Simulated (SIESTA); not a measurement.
TePb in SIESTA: the effect of strain zz

Crystal: TePb.

```
Pb Te
1.0
     0.00000    3.23100    3.10176
     3.23100    0.00000    3.10176
     3.23100    3.23100    0.00000
Pb Te
1 1
Cartesian
  0.0000 0.0000 0.0000
  3.2310 3.2310 3.1018
```

Measurements of this composition are mostly on another form, of space group No. 225.

The cell isn't the ideal one: cell strained along z.

Alike in all runs:

| Quantity | Value |
| --- | --- |
| Program | SIESTA 5.4.2 |
| Task | single point |
| Functional | PBE |
| Potentials or basis | PseudoDojo 0.4 standard (PBE files) |
| Basis | DZP (energy shift 0.003 Ry; two zetas on semicore shells) |
| Grid cutoff | 500 Ry |
| Energy shift | 0.003 Ry |
| k mesh | 7 × 7 × 7 |
| Occupations | fermi-dirac, width 0.05 eV |
| Spin | no spin polarisation |

| strain zz | pressure (GPa) |
| --- | --- |
| -0.04 | 5.1 |
| -0.02 | ? |
| -0.01 | 3.1 |
| 0 | 2.5 |
| 0.01 | 2.1 |
| 0.02 | 1.6 |
| 0.04 | 0.9 |

What does the run with strain zz -0.02 give?

Pressure 3.7 GPa.

Worked out: A parabola through the other rows of the pressure, of slope -63.8 GPa per unit of strain zz there, gives 3.7 GPa, against the run's 3.7.

Caveats: the basis of atomic orbitals isn't converged, which shifts pressures, moduli and gaps.
